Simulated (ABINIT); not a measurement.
InP:

```
In P
1.0
     0.00000    2.93050    2.93050
     2.93050    0.00000    2.93050
     2.93050    2.93050    0.00000
In P
1 1
Direct
  0.00000 0.00000 0.00000
  0.75000 0.75000 0.75000
```

Base run:

* Program: ABINIT 10.8.3 (patched build)
* Functional: PBE0
* Potentials or basis: SPMS NC PBE v1.0
* Cutoff: 490 eV
* k mesh: 6 × 6 × 6
* Occupations: fixed
* Spin: no spin polarisation

Its results: band gap on the k mesh 1.98 eV, direct.

The run is repeated on the same cell with these changes: functional from PBE0 to PBE. What comes out?

Band gap on the k mesh 0.71 eV, direct.

PBE0 gives the wider gap, since exact exchange removes part of the self-interaction.

Caveats: spin-orbit coupling is left out, which moves the levels of the heavy elements.

